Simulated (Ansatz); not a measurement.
The system is HfO2.

```xyz
3
Lattice="0.0000 2.6795 2.6795 2.6795 0.0000 2.6795 2.6795 2.6795 0.0000" Properties=species:S:1:pos:R:3 pbc="T T T"
Hf    0.0000    0.0000    0.0000
O     4.0192    4.0192    4.0192
O     1.3397    1.3397    1.3397
```

Measurements of this composition are mostly on another form, of space group No. 14.

The cell isn't the ideal one: volume scaled by 1.15.

| Quantity | Value |
| --- | --- |
| Program | Ansatz 0.2.0 |
| Task | relaxation of cell and atoms |
| Functional | revPBE |
| Potentials or basis | Ansatz PAW earlier set |
| Cutoff | 930 eV |
| Density cutoff | 4650 eV |
| k mesh | 7 × 7 × 7 |
| Occupations | fixed |
| Spin | no spin polarisation |

At the start: pressure -23.8 GPa; volume 12.82 Å³/atom.

Task: Where does the relaxation end?

Result: Over 5 steps the energy falls by 135.3 meV/atom and the volume is 11.21 Å³/atom (-12.6 %); space group Fm-3m (No. 225, to 0.05 Å).

Step by step:
| step | energy change (eV) | largest force (eV/Å) | pressure (GPa) | volume (Å³) |
| --- | --- | --- | --- | --- |
| 1 | 0.0000 | 0.0000 | -23.83 | 38.47 |
| 2 | -0.1423 | 0.0000 | -20.15 | 37.44 |
| 3 | -0.3968 | 0.0000 | 4.68 | 32.99 |
| 4 | -0.4058 | 0.0000 | -0.57 | 33.71 |
| 5 | -0.4059 | 0.0000 | -0.01 | 33.63 |

Final structure:
```
CELL_PARAMETERS angstrom
0.00000 2.56182 2.56182
2.56182 0.00000 2.56182
2.56182 2.56182 0.00000
ATOMIC_POSITIONS crystal
Hf 0.00000 0.00000 0.00000
O 0.75000 0.75000 0.75000
O 0.25000 0.25000 0.25000
```

Caveat: the potentials were made for another functional, which shifts forces and pressure.
